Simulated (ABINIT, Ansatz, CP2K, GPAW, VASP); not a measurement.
# ZnS: equilibrium volume by level of theory

```cif
data_structure
_symmetry_space_group_name_H-M 'F-43m'
_symmetry_Int_Tables_number 216
_cell_length_a 5.4040
_cell_length_b 5.4040
_cell_length_c 5.4040
_cell_angle_alpha 90.000
_cell_angle_beta 90.000
_cell_angle_gamma 90.000
_cell_volume 157.81
loop_
_atom_site_label
_atom_site_type_symbol
_atom_site_symmetry_multiplicity
_atom_site_Wyckoff_symbol
_atom_site_fract_x
_atom_site_fract_y
_atom_site_fract_z
_atom_site_occupancy
Zn1 Zn 4 c 0.25000 0.25000 0.25000 1
S1 S 4 a 0.00000 0.00000 0.00000 1
```

```tsv
rung	level	program and potentials	cutoff (eV)	k mesh	smearing	task	equilibrium volume (Å³/atom)	miss	notes
LDA	LDA	Ansatz, all-electron LAPW, scalar-relativistic	-	9 × 9 × 9	fermi-dirac 0.05	relaxation of cell and atoms	18.58	-6.1 %	-
GGA	PBE	ABINIT, PseudoDojo NC SR PBE v0.4.1 standard	1143	7 × 7 × 7	fermi-dirac 0.05	relaxation of cell and atoms	20.16	+1.9 %	13 valence electrons an atom on average
GGA	PBE	GPAW, GPAW PAW data sets (gpaw-data 1.2.1), newer versions	600	7 × 7 × 7	fermi-dirac 0.05	equation of state	20.18	+2.0 %	-
GGA + dispersion	PBE+D4	VASP, PBE PAW files S, Zn, 600 eV	600	9 × 9 × 9	fermi-dirac 0.05	relaxation of cell and atoms	19.48	-1.5 %	9 valence electrons an atom on average
GGA + dispersion	PBE+MBD	VASP, PBE PAW files S, Zn, 600 eV	600	9 × 9 × 9	fermi-dirac 0.05	relaxation of cell and atoms	19.71	-0.4 %	9 valence electrons an atom on average
meta-GGA	LAK	VASP, PBE PAW files S, Zn, 600 eV	600	9 × 9 × 9	gaussian 0.05	relaxation of cell and atoms	20.33	+2.8 %	potentials made for PBE; 9 valence electrons an atom on average
meta-GGA + dispersion	SCAN+D3(zero damping)	CP2K, POTENTIAL_UZH Zn GTH-SCAN-q12, S GTH-SCAN-q6; TZVP-MOLOPT-SCAN-GTH basis	-	9 × 9 × 9	fermi-dirac 0.05	equation of state	19.42	-1.8 %	atomic basis
Hartree-Fock	HF	VASP, PBE PAW files S, Zn, 600 eV	600	5 × 5 × 5	fermi-dirac 0.05	relaxation of cell and atoms	21.72	+9.8 %	coarse mesh; potentials made for PBE; 9 valence electrons an atom on average
```

All rows: no spin polarisation. Smearing widths are in eV. Meshes differ between rows, which moves values too. Meshes are those of the run's cell of 2 atoms unless a note names another. Relaxations start from the cell shown or near it and stop with a little pressure left. Misses use the values as printed. Runs on faulty files, with rough fits or with known faults for this quantity aren't shown. No row holds spin-orbit coupling.

By rung: LDA 18.58; GGA 20.16 to 20.18; GGA + dispersion 19.48 to 19.71; meta-GGA 20.33; meta-GGA + dispersion in atomic bases 19.42; Hartree-Fock on coarse meshes 21.72 (Å³/atom). Measured: 19.78 Å³/atom at 300 K (a printed reference work). Closest, coarse meshes and atomic bases left aside, is PBE+MBD (-0.4 %), and PBE misses by +2.0 % on plain settings. The runs are for a static lattice, while measurements hold temperature and zero-point motion.
